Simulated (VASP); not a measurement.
Input of a VASP 6.6.1 run:

Contents of INCAR:

```
PREC = Accurate
ENCUT = 520
EDIFF = 1E-6
ISMEAR = 0
SIGMA = 0.15
LREAL = False
LASPH = True
NELM = 100
ALGO = Fast
ISIF = 2
LWAVE = False
LCHARG = True
LELF = True
LVHAR = True
NBANDS = 8
```

Contents of KPOINTS:

```
regular mesh
0
Gamma
  24 24 24
```

Contents of POSCAR:

```
Sb
1.0
   -1.4835811133      1.4835811133      3.0624381264
    1.4835811133     -1.4835811133      3.0624381264
    1.4835811133      1.4835811133     -3.0624381264
Sb
1
Direct
    0.0000000000      0.0000000000      0.0000000000
```

Potentials or basis: VASP PAW LDA potentials, release 64 (Sb).

Run with:

```console
$ cat potpaw_LDA.64/Sb/POTCAR > POTCAR
$ mpirun -np 1 vasp_std > vasp.out
```

Problem. What does it give for the pressure?

Solution. 1.3 GPa.

Problem. What does it give for the band gap on the k mesh?

Solution. None (metal or under the smearing width).

Stress tensor (GPa, compression positive):
```
 3.39  0.00  0.00
 0.00  3.39  0.00
 0.00  0.00 -2.79
```

The run has no spin-orbit coupling, so splittings on Sb are missing.
